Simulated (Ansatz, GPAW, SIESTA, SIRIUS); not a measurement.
## One calculation of Si2Mo, 5 ways

```
Mo Si
1.0
    -1.60000    1.60000    3.93050
     1.60000   -1.60000    3.93050
     1.60000    1.60000   -3.93050
Mo Si
1 2
Cartesian
  0.0000 0.0000 0.0000
  0.0000 0.0000 5.2433
  0.0000 0.0000 2.6177
```

Alike in all runs: task band structure; functional PBE; k mesh 12 × 12 × 12; occupations fermi-dirac, width 0.05 eV; no spin polarisation; no spin-orbit coupling. Pressure is positive in compression and, in plane waves, holds the error of the finite cutoff.

```csv
program and potentials,plane-wave cutoff (eV),notes,pressure (GPa),largest force (eV/Å)
"Ansatz, all-electron LAPW, scalar-relativistic",-,-,2.27,0.279
"SIESTA, files PseudoDojo sr-pbe-0.4.1-standard, DZP (energy shift 0.003 Ry; two zetas on semicore shells)",-,atomic basis,3.71,0.240
"SIRIUS, all-electron FP-LAPW (ZORA valence), apw+lo standard",-,-,-,0.281
"SIRIUS, all-electron FP-LAPW (Koelling-Harmon valence), apw+lo standard",-,-,-,0.281
"GPAW, GPAW PAW data sets (gpaw-data 1.2.1)",600,-,2.84,0.265
```

Force on atom 3 (Si), eV/Å:

| program and potentials | x | y | z |
| --- | --- | --- | --- |
| Ansatz, all-electron LAPW, scalar-relativistic | 0.000 | 0.000 | 0.279 |
| SIESTA, files PseudoDojo sr-pbe-0.4.1-standard, DZP (energy shift 0.003 Ry; two zetas on semicore shells) | 0.000 | 0.000 | 0.240 |
| SIRIUS, all-electron FP-LAPW (ZORA valence), apw+lo standard | 0.000 | 0.000 | 0.281 |
| SIRIUS, all-electron FP-LAPW (Koelling-Harmon valence), apw+lo standard | 0.000 | 0.000 | 0.281 |
| GPAW, GPAW PAW data sets (gpaw-data 1.2.1) | 0.000 | 0.000 | 0.265 |

The pressure spans 2.27 (Ansatz, all-electron LAPW, scalar-relativistic) to 3.71 GPa (SIESTA, files PseudoDojo sr-pbe-0.4.1-standard, DZP (energy shift 0.003 Ry; two zetas on semicore shells)), with all-electron results at 2.27. Rows in atomic bases carry the error of their basis and grid, which can be large.

The functional is the same throughout but for its coding, so the spread measures potentials, basis and numerics; runs on potential files found faulty are left out.
